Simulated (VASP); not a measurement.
# AlN (P6_3mc) in VASP: band structure with PBE

Aim: the band structure of AlN with PBE.

Everything below comes from runs of VASP 6.6.1. Logs are shortened: lines on timing, memory, paths and dates and some standing lists are left out, and cuts for length are marked.

**Experimental background.**

“Structural and optical properties of self-assembled AlN nanowires grown on SiO2/Si substrates by molecular beam epitaxy”, 2024, arxiv:2402.00216 quotes, for a bulk crystal of AlN at 0 K: band gap 6.0343 eV (an exciton energy, a little under the gap).

How close the calculation comes is told below.

### Step 1. Starting point

It takes space group P6_3mc (No. 186, hexagonal). Conventional cell: a = 3.113 Å, b = 3.113 Å, c = 4.981 Å, α = 90.00°, β = 90.00°, γ = 120.00°. Al (site symmetry 3m) has 4 N at 1.89 to 1.90 Å as nearest neighbours. N (site symmetry 3m) is surrounded by 4 Al at 1.89 to 1.90 Å.

### Step 2. Band structure, PBE

Input file INCAR:

```
SYSTEM = AlN
  PREC = Accurate
  ENCUT = 520
  EDIFF = 1E-7
  ISMEAR = 0
  SIGMA = 0.02
  LREAL = .FALSE.
  LASPH = .TRUE.
  NELM = 60
  ALGO = Normal
  ISIF = 2
  LWAVE = .FALSE.
  LCHARG = .FALSE.
  GGA = PE
  NBANDS = 16
```

Input file KPOINTS:

```
Automatic mesh
0
G
  12 12 6
  0 0 0
```

Input file POSCAR:

```
AlN                                     
1.0
    3.1130000000      0.0000000000      0.0000000000
   -1.5565000000      2.6959370800      0.0000000000
    0.0000000000      0.0000000000      4.9810000000
  Al              N             
     2     2
Direct
     0.3333333300000021    0.6666666699999979    0.9990031455107865
     0.6666666699999979    0.3333333300000021    0.4990031455107865
     0.3333333300000021    0.6666666699999979    0.3809968544892161
     0.6666666699999979    0.3333333300000021    0.8809968544892161
```

Input file KPOINTS_OPT:

```
path GMKGALHA,LM,KH
10
line-mode
reciprocal
 0.0000000000  0.0000000000  0.0000000000  G
 0.5000000000  0.0000000000  0.0000000000  M

 0.5000000000  0.0000000000  0.0000000000  M
 0.3333333333  0.3333333333  0.0000000000  K

 0.3333333333  0.3333333333  0.0000000000  K
 0.0000000000  0.0000000000  0.0000000000  G

 0.0000000000  0.0000000000  0.0000000000  G
 0.0000000000  0.0000000000  0.5000000000  A

 0.0000000000  0.0000000000  0.5000000000  A
 0.5000000000  0.0000000000  0.5000000000  L

 0.5000000000  0.0000000000  0.5000000000  L
 0.3333333333  0.3333333333  0.5000000000  H

 0.3333333333  0.3333333333  0.5000000000  H
 0.0000000000  0.0000000000  0.5000000000  A

 0.5000000000  0.0000000000  0.5000000000  L
 0.5000000000  0.0000000000  0.0000000000  M

 0.3333333333  0.3333333333  0.0000000000  K
 0.3333333333  0.3333333333  0.5000000000  H
```

Potentials or basis: VASP PAW PBE potentials, release 64 (Al, N).

Command:

```sh
> cat potpaw_PBE.64/Al/POTCAR potpaw_PBE.64/N/POTCAR > POTCAR
> mpirun -np 1 vasp_std > vasp.out
```

OUTCAR:

```text
SYSTEM = AlN
   PREC = Accurate
   ENCUT = 520
   EDIFF = 1E-7
   ISMEAR = 0
   LREAL = .FALSE.
   LASPH = .TRUE.
   NELM = 60
   ISIF = 2
   GGA = PE

 ion  position               nearest neighbor table
   1  0.333  0.667  0.999-   4 1.89   4 1.89   4 1.89   3 1.90   2 3.07   2 3.07   2 3.07   2 3.07
                             2 3.07   2 3.07
   2  0.667  0.333  0.499-   3 1.89   3 1.89   3 1.89   4 1.90   1 3.07   1 3.07   1 3.07   1 3.07
                             1 3.07   1 3.07
   3  0.333  0.667  0.381-   2 1.89   2 1.89   2 1.89   1 1.90
   4  0.667  0.333  0.881-   1 1.89   1 1.89   1 1.89   2 1.90

  LATTYP: Found a hexagonal cell.
 ALAT       =     3.1130000000
 C/A-ratio  =     1.6000642467

  Lattice vectors:

 A1 = (   3.1130000000,   0.0000000000,   0.0000000000)
 A2 = (  -1.5565000000,   2.6959370800,   0.0000000000)
 A3 = (   0.0000000000,   0.0000000000,   4.9810000000)

Analysis of symmetry for initial positions (statically):
=====================================================================
 Subroutine PRICEL returns:
 Original cell was already a primitive cell.

 Routine SETGRP: Setting up the symmetry group for a
 hexagonal supercell.

 Subroutine GETGRP returns: Found 12 space group operations
 (whereof  6 operations were pure point group operations)
 out of a pool of 24 trial point group operations.

The static configuration has the point symmetry C_3v.
 The point group associated with its full space group is C_6v.

Analysis of symmetry for dynamics (positions and initial velocities):
=====================================================================
 Subroutine PRICEL returns:
 Original cell was already a primitive cell.

 Routine SETGRP: Setting up the symmetry group for a
 hexagonal supercell.

 Subroutine GETGRP returns: Found 12 space group operations
 (whereof  6 operations were pure point group operations)
 out of a pool of 24 trial point group operations.

The dynamic configuration has the point symmetry C_3v.
 The point group associated with its full space group is C_6v.

 Subroutine INISYM returns: Found 12 space group operations
 (whereof  6 operations are pure point group operations),
 and found     1 'primitive' translations

----------------------------------------------------------------------------------------

                                     Primitive cell

  volume of cell :      41.8028

  direct lattice vectors                    reciprocal lattice vectors
     3.113000000  0.000000000  0.000000000     0.321233537  0.185464269  0.000000000
    -1.556500000  2.695937080  0.000000000     0.000000000  0.370928538  0.000000000
     0.000000000  0.000000000  4.981000000     0.000000000  0.000000000  0.200762899

  length of vectors
     3.113000000  3.112999998  4.981000000     0.370928538  0.370928538  0.200762899

  position of ions in fractional coordinates (direct lattice)
     0.333333330  0.666666670  0.999003146
     0.666666670  0.333333330  0.499003146
     0.333333330  0.666666670  0.380996854
     0.666666670  0.333333330  0.880996854

  ion indices of the primitive-cell ions
   primitive index   ion index
                 1           1
                 2           2
                 3           3
                 4           4

----------------------------------------------------------------------------------------

 KPOINTS: Automatic mesh

Automatic generation of k-mesh.
 Grid dimensions read from file:
 generate k-points for:   12   12    6

 Generating k-lattice:

  Cartesian coordinates                     Fractional coordinates (reciprocal lattice)
     0.026769461  0.015455356  0.000000000     0.083333333 -0.000000000  0.000000000
     0.000000000  0.030910712  0.000000000     0.000000000  0.083333333  0.000000000
     0.000000000  0.000000000  0.033460483     0.000000000  0.000000000  0.166666667

  Length of vectors
     0.030910711  0.030910712  0.033460483

  Shift w.r.t. Gamma in fractional coordinates (k-lattice)
     0.000000000  0.000000000  0.000000000

 Subroutine IBZKPT returns following result:
 ===========================================

 Found     76 irreducible k-points:

 Following reciprocal coordinates:
            Coordinates               Weight
  0.000000  0.000000  0.000000      1.000000
  0.083333  0.000000  0.000000      6.000000
  0.166667  0.000000  0.000000      6.000000
  0.250000  0.000000  0.000000      6.000000
  0.333333  0.000000  0.000000      6.000000
  0.416667  0.000000  0.000000      6.000000
[... 16 lines left out ...]
  0.250000  0.000000  0.166667     12.000000
  0.333333  0.000000  0.166667     12.000000
 [... further k-points ...]
   k-points           NKPTS =     76   k-points in BZ     NKDIM =     76   number of bands    NBANDS=     16
   number of dos      NEDOS =    301   number of ions     NIONS =      4
   total plane-waves  NPLWV =  23040
   dimension x,y,z NGX =    24 NGY =   24 NGZ =   40
   dimension x,y,z NGXF=    48 NGYF=   48 NGZF=   80
   ions per type =               2   2
   NGX,Y,Z   is equivalent  to a cutoff of  12.82, 12.82, 13.35 a.u.
   NGXF,Y,Z  is equivalent  to a cutoff of  25.63, 25.63, 26.70 a.u.
 SYSTEM =  AlN
   PREC   = accura    normal or accurate (medium, high low for compatibility)
   ISTART =      0    job   : 0-new  1-cont  2-samecut
   ICHARG =      2    charge: 1-file 2-atom 10-const
   ISPIN  =      1    spin polarized calculation?
   LNONCOLLINEAR =      F non collinear calculations
   LSORBIT =      F    spin-orbit coupling
   LASPH  =      T    aspherical Exc in radial PAW
   ENCUT  =  520.0 eV  38.22 Ry    6.18 a.u.   5.79  5.79  9.26*2*pi/ulx,y,z
   NELM   =     60;   NELMIN=  2; NELMDL= -5     # of ELM steps
   EDIFF  = 0.1E-06   stopping-criterion for ELM
   LREAL  =      F    real-space projection
   EDIFFG = 0.1E-05   stopping-criterion for IOM
   NSW    =      0    number of steps for IOM
   IBRION =     -1    ionic relax: 0-MD 1-quasi-New 2-CG
   NFREE  =      0    steps in history (QN), initial steepest desc. (CG)
   ISIF   =      2    stress and relaxation
   ISYM   =      2    0-nonsym 1-usesym 2-fastsym
   POTIM  = 0.5000    time-step for ionic-motion
   TEBEG  =    0.0;   TEEND  =   0.0 temperature during run
   PSTRESS=    0.0 pullay stress
   NELECT =      16.0000    total number of electrons
   NUPDOWN=      -1.0000    fix difference up-down
   EMIN   =  10.00;   EMAX   =-10.00  energy-range for DOS
   EFERMI =   0.00;   METHOD = LEGACY
   ISMEAR =     0;   SIGMA  =   0.02  broadening in eV -4-tet -1-fermi 0-gaus
   EFERMI_NEDOS =   21; number of points for ismear=-14 and -15
   IALGO  =     38    algorithm
   IMIX   =      4    mixing-type and parameters
     AMIX     =   0.40;   BMIX     =  1.00
     AMIX_MAG =   1.60;   BMIX_MAG =  1.00
  volume/ion in A,a.u.               =      10.45        70.52
  Fermi-wavevector in a.u.,A,eV,Ry     =   1.188629  2.246183 19.222843  1.412839
  Thomas-Fermi vector in A             =   2.324754
   LORBIT       =      0    0 simple, 1 ext, 2 COOP (PROOUT), +10 PAW based schemes
   GGA     = PE    functional components
   LHFCALC =     F    Hartree Fock is set to
   AEXX    =    0.0000 exact exchange contribution
   IVDW    =     0    specifies the selected vdW correction
   LEPSILON=     F    determine dielectric tensor
   LRPA    =     F    only Hartree local field effects (RPA)
 non-spin polarized calculation
 Gauss-broadening in eV      SIGMA  =   0.02
  energy-cutoff  :      520.00
  volume of cell :       41.80
 maximum number of plane-waves:      1152
 NGX is ok and might be reduce to    24
   NGX = 11   NGY = 11   NGZ = 19

 number of electron      15.9999997 magnetization

 Free energy of the ion-electron system (eV)
  ---------------------------------------------------
  ext. energy  EPLUGINS =         0.00000000
  ---------------------------------------------------
  free energy    TOTEN  =       -29.77255330 eV

  energy without entropy =      -29.77255330  energy(sigma->0) =      -29.77255330

 E-fermi :   6.3234     XC(G=0): -10.9069

 val. band max:        6.1536708490   @ k =   0.0000   0.0000   0.0000
 cond. band min:      10.3472333026   @ k =   0.0000   0.0000   0.0000
 fundamental gap:      4.1935624536
 Fermi energy:         6.3234411053

 k-point     1 :       0.0000    0.0000    0.0000
  band No.  band energies     occupation
      1      -9.0374      2.00000
      2      -6.8905      2.00000
      3       0.1600      2.00000
      4       5.2762      2.00000
      5       5.2762      2.00000
      6       5.9284      2.00000
[... 8 lines left out ...]
     15      19.2701      0.00000
     16      19.2701      0.00000

 k-point     2 :       0.0833    0.0000    0.0000
  band No.  band energies     occupation
      1      -8.9490      2.00000
      2      -6.8404      2.00000
      3       0.2652      2.00000
      4       4.8647      2.00000
      5       5.1596      2.00000
      6       5.5164      2.00000
[... 8 lines left out ...]
     15      19.3219      0.00000
     16      19.3457      0.00000

 k-point     3 :       0.1667    0.0000    0.0000
  band No.  band energies     occupation
      1      -8.6914      2.00000
      2      -6.7036      2.00000
      3       0.5753      2.00000
      4       3.8613      2.00000
      5       4.6432      2.00000
      6       4.8854      2.00000
[... 8 lines left out ...]
     15      18.4951      0.00000
     16      18.9351      0.00000
[... 362 lines left out ...]
 k-point    23 :       0.2500    0.0000    0.1667
  band No.  band energies     occupation
      1      -8.1960      2.00000
      2      -6.6769      2.00000
      3       1.2164      2.00000
      4       2.8549      2.00000
      5       3.5050      2.00000
      6       4.6370      2.00000
[... 8 lines left out ...]
     15      18.5067      0.00000
     16      19.4834      0.00000

 k-point    24 :       0.3333    0.0000    0.1667
  band No.  band energies     occupation
      1      -7.7159      2.00000
      2      -6.4848      2.00000
      3       1.2387      2.00000
      4       2.2077      2.00000
      5       2.8128      2.00000
      6       4.3698      2.00000
[... 8 lines left out ...]
     15      18.5577      0.00000
     16      20.4325      0.00000

 [... further k-points ...]

------------------------ aborting loop because EDIFF is reached ----------------------------------------

  FORCE on cell =-STRESS in cart. coord.  units (eV):
  Direction    XX          YY          ZZ          XY          YZ          ZX
  --------------------------------------------------------------------------------------
  -------------------------------------------------------------------------------------
  Total        0.8682597      0.8682597      0.9371767      0.0000000      0.0000000      0.0000000
  in kB       33.2778145     33.2778144     35.9192001      0.0000000      0.0000000      0.0000000
  external PRESSURE =      34.1582763 kB  Pullay stress =       0.0000000 kB

 VOLUME and BASIS-vectors are now :
 -----------------------------------------------------------------------------
  energy-cutoff  :      520.00
  volume of cell :       41.80
      direct lattice vectors                 reciprocal lattice vectors
     3.113000000  0.000000000  0.000000000     0.321233537  0.185464269  0.000000000
    -1.556500000  2.695937080  0.000000000     0.000000000  0.370928538  0.000000000
     0.000000000  0.000000000  4.981000000     0.000000000  0.000000000  0.200762899

 POSITION                                       TOTAL-FORCE (eV/Angst)
 -----------------------------------------------------------------------------------
     -0.00000      1.79729      4.97603         0.000000     -0.000000     -0.000039
      1.55650      0.89865      2.48553        -0.000000      0.000000     -0.000039
     -0.00000      1.79729      1.89775         0.000000      0.000000      0.000039
      1.55650      0.89865      4.38825        -0.000000      0.000000      0.000039
 -----------------------------------------------------------------------------------
    total drift:                               -0.000009      0.000005      0.000426

  FREE ENERGIE OF THE ION-ELECTRON SYSTEM (eV)
  ---------------------------------------------------
  free  energy   TOTEN  =       -29.7725533002 eV

  energy  without entropy=      -29.7725533002  energy(sigma->0) =      -29.77255330
```

Run time: 29 s. Hardware: 1 thread of Intel Xeon 6975P-C (Granite Rapids), shared host; peak memory 0.2 GiB.

Results:

```yaml
Free_energy: -29.7726 eV
Pressure: 3.4 GPa
Band_gap_on_the_k_mesh: 4.19 eV, direct
Band_gap_along_the_path: 4.19 eV, direct
```

Levels at the corners of the path, in eV from the valence-band top:
| point | band 5 | band 6 | band 7 | band 8 | band 9 | band 10 | band 11 | band 12 |
| --- | --- | --- | --- | --- | --- | --- | --- | --- |
| Γ | -0.88 | -0.23 | -0.23 | 0.00 | 4.19 | 6.64 | 10.61 | 11.13 |
| M | -3.35 | -2.10 | -1.78 | -0.70 | 5.80 | 5.80 | 8.17 | 10.27 |
| M | -3.35 | -2.10 | -1.78 | -0.70 | 5.80 | 5.80 | 8.17 | 10.27 |
| K | -3.79 | -2.46 | -2.39 | -2.39 | 5.05 | 8.34 | 9.65 | 9.65 |
| K | -3.79 | -2.46 | -2.39 | -2.39 | 5.05 | 8.34 | 9.65 | 9.65 |
| Γ | -0.88 | -0.23 | -0.23 | 0.00 | 4.19 | 6.64 | 10.61 | 11.13 |
| Γ | -0.88 | -0.23 | -0.23 | 0.00 | 4.19 | 6.64 | 10.61 | 11.13 |
| A | -0.56 | -0.56 | -0.56 | -0.56 | 6.45 | 6.45 | 10.31 | 10.31 |
| A | -0.56 | -0.56 | -0.56 | -0.56 | 6.45 | 6.45 | 10.31 | 10.31 |
| L | -1.48 | -1.48 | -1.37 | -1.37 | 5.30 | 5.30 | 9.24 | 9.24 |
| L | -1.48 | -1.48 | -1.37 | -1.37 | 5.30 | 5.30 | 9.24 | 9.24 |
| H | -3.87 | -3.87 | -0.80 | -0.80 | 7.42 | 7.42 | 7.81 | 7.81 |
| H | -3.87 | -3.87 | -0.80 | -0.80 | 7.42 | 7.42 | 7.81 | 7.81 |
| A | -0.56 | -0.56 | -0.56 | -0.56 | 6.45 | 6.45 | 10.31 | 10.31 |
| L | -1.48 | -1.48 | -1.37 | -1.37 | 5.30 | 5.30 | 9.24 | 9.24 |
| M | -3.35 | -2.10 | -1.78 | -0.70 | 5.80 | 5.80 | 8.17 | 10.27 |
| K | -3.79 | -2.46 | -2.39 | -2.39 | 5.05 | 8.34 | 9.65 | 9.65 |
| H | -3.87 | -3.87 | -0.80 | -0.80 | 7.42 | 7.42 | 7.81 | 7.81 |

### Step 3. Comparison with measurements

Step 2. A measured gap of AlN is 6.0343 eV (an exciton energy, a little under the gap; 0 K; quoted in “Structural and optical properties of self-assembled AlN nanowires grown on SiO2/Si substrates by molecular beam epitaxy”, 2024, arxiv:2402.00216); the calculated 4.19 eV misses it by -1.84 eV. 2 values of this kind are on record (6.034 to 6.0343 eV); this one was drawn at random. The value is that of PBE, without temperature or zero-point motion. Semilocal functionals fall short of measured gaps as a rule.
